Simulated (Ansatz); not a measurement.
The system is TiCo.

```xyz
2
Lattice="2.9861 0.0000 0.0000 0.0000 2.9861 0.0000 0.0000 0.0000 2.9861" Properties=species:S:1:pos:R:3 pbc="T T T"
Co    1.4931    1.4931    1.4931
Ti    0.0000    0.0000    0.0000
```

The cell comes from a database or a generator and needn't be the stable form of this composition.

| Quantity | Value |
| --- | --- |
| Program | Ansatz 0.2.0 |
| Task | relaxation of cell and atoms |
| Functional | PBEsol |
| Potentials or basis | all-electron LAPW, scalar-relativistic |
| Basis error allowed | 0.001 eV/atom |
| k mesh | 9 × 9 × 9 |
| Occupations | fermi-dirac, width 0.05 eV |
| Spin | collinear spin, ferromagnetic start |
| Starting moments | [2.0, 1.0] μB |

At the start: volume 13.31 Å³/atom.

Where does the relaxation end?

Over 4 steps the energy falls by 16.8 meV/atom and the volume is 12.68 Å³/atom (-4.8 %); space group Pm-3m (No. 221, to 0.05 Å); moment 0.63 μB per cell.

The path:
```
step  energy change (eV)  largest force (eV/Å)  volume (Å³)
   1              0.0000                0.0000        26.63
   2             -0.0335                0.0000        25.40
   3             -0.0335                0.0000        25.36
   4             -0.0335                0.0000        25.36
```

Final structure:
```yaml
crystal:
  lattice:
    - [2.93783, 0.00000, 0.00000]
    - [0.00000, 2.93783, 0.00000]
    - [0.00000, 0.00000, 2.93783]
  atoms:
    - { symbol: Co, position: [0.50000, 0.50000, 0.50000] }
    - { symbol: Ti, position: [0.00000, 0.00000, 0.00000] }
```
